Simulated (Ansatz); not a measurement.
# Si (vacancy in Si, charge 0): the cost of one run

Program: Ansatz 0.2.0. Level of theory: DFT r2SCAN, scalar-relativistic, plane waves, PAW. These are calculated values, not measurements.

### 1 The starting structure

The structure is triclinic, space group P1 (No. 1). Conventional cell: a = 10.862 Å, b = 10.862 Å, c = 10.862 Å, α = 90.00°, β = 90.00°, γ = 90.00°. Si (site symmetry 1) has 4 Si at 2.32 to 2.41 Å as nearest neighbours. Around Si (site symmetry 1) lie 4 Si at 2.32 to 2.39 Å. Si (site symmetry 1) has 4 Si at 2.34 to 2.38 Å as nearest neighbours. Around Si (site symmetry 1) lie 4 Si at 2.33 to 2.38 Å. Si (site symmetry 1) is surrounded by 4 Si at 2.32 to 2.40 Å. Si (site symmetry 1) is surrounded by 4 Si at 2.32 to 2.38 Å. Si (site symmetry 1) is surrounded by 4 Si at 2.32 to 2.37 Å. Si (site symmetry 1) has 4 Si at 2.33 to 2.40 Å as nearest neighbours. Only part of the 63 independent sites is listed.

Coordinates:

```xyz
63
Lattice="10.8620 0.0000 0.0000 0.0000 10.8620 0.0000 0.0000 0.0000 10.8620" Properties=species:S:1:pos:R:3 pbc="T T T"
Si    0.0088   -0.0066    0.0486
Si   -0.0050    0.0022    5.4626
Si   -0.0182    5.4192    0.0038
Si   -0.0066    5.4071    5.4269
Si    5.4238    0.0121   -0.0333
Si    5.4170    0.0230    5.4681
Si    5.4008    5.4439   -0.0196
Si   -0.0171    2.6981    2.7070
Si    0.0199    2.7297    8.1477
Si   -0.0073    8.1466    2.7134
Si    0.0159    8.1339    8.1464
Si    5.4290    2.7145    2.7205
Si    5.4350    2.7422    8.1448
Si    5.4622    8.1404    2.7059
Si    5.4330    8.1536    8.1519
Si    2.7413    0.0228    2.7254
Si    2.7088   -0.0020    8.1748
Si    2.7199    5.4048    2.7017
Si    2.7039    5.4540    8.1444
Si    8.1917    0.0131    2.7180
Si    8.1378    0.0194    8.1417
Si    8.1300    5.4424    2.7158
Si    8.1703    5.4295    8.0893
Si    2.7313    2.6779    0.0308
Si    2.7519    2.7070    5.4077
Si    2.6876    8.1640   -0.0040
Si    2.7035    8.1416    5.4728
Si    8.1534    2.7304    0.0155
Si    8.1669    2.7367    5.4168
Si    8.1422    8.1313   -0.0142
Si    8.1693    8.1365    5.4294
Si    1.3439    1.3459    1.3735
Si    1.3488    1.3481    6.7986
Si    1.3678    6.8046    1.3612
Si    1.3227    6.8014    6.7987
Si    6.8091    1.3408    1.4082
Si    6.7641    1.3723    6.7897
Si    6.7790    6.8051    1.3521
Si    6.7420    6.7654    6.7979
Si    1.4025    4.0436    4.0729
Si    1.3868    4.0854    9.4967
Si    1.3293    9.4686    4.0583
Si    1.3504    9.4593    9.4704
Si    6.7948    4.0651    4.0582
Si    6.7806    4.0570    9.5228
Si    6.8215    9.5457    4.0874
Si    6.8037    9.5335    9.5390
Si    4.1026    1.3820    4.0606
Si    4.0413    1.3753    9.5024
Si    4.0721    6.7710    4.0472
Si    4.1013    6.7981    9.4829
Si    9.5121    1.3639    4.0837
Si    9.5489    1.3571    9.4787
Si    9.5050    6.7758    4.0842
Si    9.5085    6.7957    9.4929
Si    4.0815    4.0630    1.3681
Si    4.0672    4.0509    6.7987
Si    4.0591    9.5331    1.3666
Si    4.0826    9.5063    6.7876
Si    9.4565    4.0977    1.3415
Si    9.5234    4.0605    6.7859
Si    9.4998    9.4835    1.3543
Si    9.5138    9.4960    6.7635
```

### 2 Relaxing the atoms: Si63 defect cell, no spin

input.yaml reads:

```yaml
crystal:
  lattice:
    - [10.862, 0.0, 0.0]
    - [0.0, 10.862, 0.0]
    - [0.0, 0.0, 10.862]
  atoms:
    - { symbol: Si, position: [0.000812424, -0.0006092251, 0.0044757341] }
    - { symbol: Si, position: [-0.0004641726, 0.0002018226, 0.5029137933] }
    - { symbol: Si, position: [-0.0016741528, 0.4989106303, 0.0003454304] }
    - { symbol: Si, position: [-0.0006073835, 0.4978037845, 0.4996227647] }
    - { symbol: Si, position: [0.4993392949, 0.0011111611, -0.0030653444] }
    - { symbol: Si, position: [0.4987107733, 0.002120035, 0.5034198693] }
    - { symbol: Si, position: [0.497217493, 0.5011873458, -0.0018055752] }
    - { symbol: Si, position: [-0.0015777079, 0.248394625, 0.249222044] }
    - { symbol: Si, position: [0.0018347263, 0.2513117681, 0.7501089012] }
    - { symbol: Si, position: [-0.0006689576, 0.7500060557, 0.2498049522] }
    - { symbol: Si, position: [0.0014602344, 0.7488370988, 0.7499885934] }
    - { symbol: Si, position: [0.4998139061, 0.249903686, 0.2504588799] }
    - { symbol: Si, position: [0.5003639479, 0.252457832, 0.7498400376] }
    - { symbol: Si, position: [0.5028752206, 0.7494368385, 0.249120362] }
    - { symbol: Si, position: [0.5001854874, 0.7506544623, 0.7504964323] }
    - { symbol: Si, position: [0.2523788683, 0.0020978512, 0.250910404] }
    - { symbol: Si, position: [0.2493807103, -0.0001852593, 0.7526024637] }
    - { symbol: Si, position: [0.2504073911, 0.4975864976, 0.2487303163] }
    - { symbol: Si, position: [0.2489366355, 0.5021215334, 0.7498026809] }
    - { symbol: Si, position: [0.7541614929, 0.0012090213, 0.2502298045] }
    - { symbol: Si, position: [0.7491977464, 0.0017900558, 0.749556783] }
    - { symbol: Si, position: [0.7484825567, 0.5010460923, 0.2500234917] }
    - { symbol: Si, position: [0.7521893956, 0.499864494, 0.7447345094] }
    - { symbol: Si, position: [0.2514534458, 0.2465425504, 0.0028332833] }
    - { symbol: Si, position: [0.2533536453, 0.249213715, 0.4978554559] }
    - { symbol: Si, position: [0.2474275934, 0.7516068028, -0.0003721565] }
    - { symbol: Si, position: [0.2488982509, 0.7495517958, 0.5038455435] }
    - { symbol: Si, position: [0.7506387762, 0.2513730933, 0.0014305056] }
    - { symbol: Si, position: [0.7518752, 0.2519542468, 0.4986918313] }
    - { symbol: Si, position: [0.7496037787, 0.7485992261, -0.0013094517] }
    - { symbol: Si, position: [0.7521018371, 0.7490761268, 0.4998542601] }
    - { symbol: Si, position: [0.1237243117, 0.1239073784, 0.126451368] }
    - { symbol: Si, position: [0.124179838, 0.124112281, 0.6259087786] }
    - { symbol: Si, position: [0.1259215381, 0.6264590731, 0.1253144254] }
    - { symbol: Si, position: [0.1217708693, 0.6261605533, 0.6259175644] }
    - { symbol: Si, position: [0.626874678, 0.123441413, 0.1296415165] }
    - { symbol: Si, position: [0.6227308302, 0.1263385256, 0.6250846165] }
    - { symbol: Si, position: [0.6241030517, 0.6265027294, 0.1244818079] }
    - { symbol: Si, position: [0.6206994627, 0.6228507117, 0.6258426774] }
    - { symbol: Si, position: [0.1291207248, 0.3722725848, 0.3749687989] }
    - { symbol: Si, position: [0.1276712089, 0.3761174191, 0.8743083763] }
    - { symbol: Si, position: [0.1223818366, 0.871720399, 0.3736228949] }
    - { symbol: Si, position: [0.1243216543, 0.8708587403, 0.8718814674] }
    - { symbol: Si, position: [0.6255591023, 0.37424693, 0.3736101444] }
    - { symbol: Si, position: [0.6242496425, 0.373503729, 0.8767078185] }
    - { symbol: Si, position: [0.6280196171, 0.87881811, 0.3763069377] }
    - { symbol: Si, position: [0.6263757183, 0.8776939707, 0.8782009737] }
    - { symbol: Si, position: [0.3776978547, 0.127232155, 0.3738314261] }
    - { symbol: Si, position: [0.3720545047, 0.1266150853, 0.874827228] }
    - { symbol: Si, position: [0.374897494, 0.623362326, 0.3726045821] }
    - { symbol: Si, position: [0.3775817835, 0.6258563819, 0.8730389751] }
    - { symbol: Si, position: [0.8757188743, 0.125562696, 0.3759608718] }
    - { symbol: Si, position: [0.8791120803, 0.1249361037, 0.8726438535] }
    - { symbol: Si, position: [0.8750672853, 0.6238098756, 0.3760100678] }
    - { symbol: Si, position: [0.8753876679, 0.6256380073, 0.8739558992] }
    - { symbol: Si, position: [0.3757616991, 0.3740604749, 0.1259524201] }
    - { symbol: Si, position: [0.3744457648, 0.3729406989, 0.6259179223] }
    - { symbol: Si, position: [0.3736998824, 0.8776585916, 0.1258156072] }
    - { symbol: Si, position: [0.375861177, 0.8751866043, 0.6248907163] }
    - { symbol: Si, position: [0.8706054175, 0.3772503601, 0.1235013589] }
    - { symbol: Si, position: [0.8767607473, 0.3738243223, 0.624736464] }
    - { symbol: Si, position: [0.8745872034, 0.8730878379, 0.1246838353] }
    - { symbol: Si, position: [0.8758770874, 0.8742373812, 0.6226724667] }
  symmetry: { detect: false }
scf:
  occupations: { method: fixed }
output:
  forces: true
  stress: false
  eigenvalues: true
kpoints:
  mp_grid: { grid: [2, 2, 2], shift: [0.5, 0.5, 0.5] }
hamiltonian:
  xc: r2scan
relax:
  f_tol: 0.012
  max_steps: 120
```

Launch:

```sh
ansatz run input.yaml --threads 8 --pin off --max-ram 18432MiB --backend cpu --events-out ev --progress --plain --runs-dir out
```

What time and memory should one allow on 8 threads of Intel Xeon Platinum 8488C (Sapphire Rapids), shared host?

About 2.7 min, with a peak of 6.7 GiB.
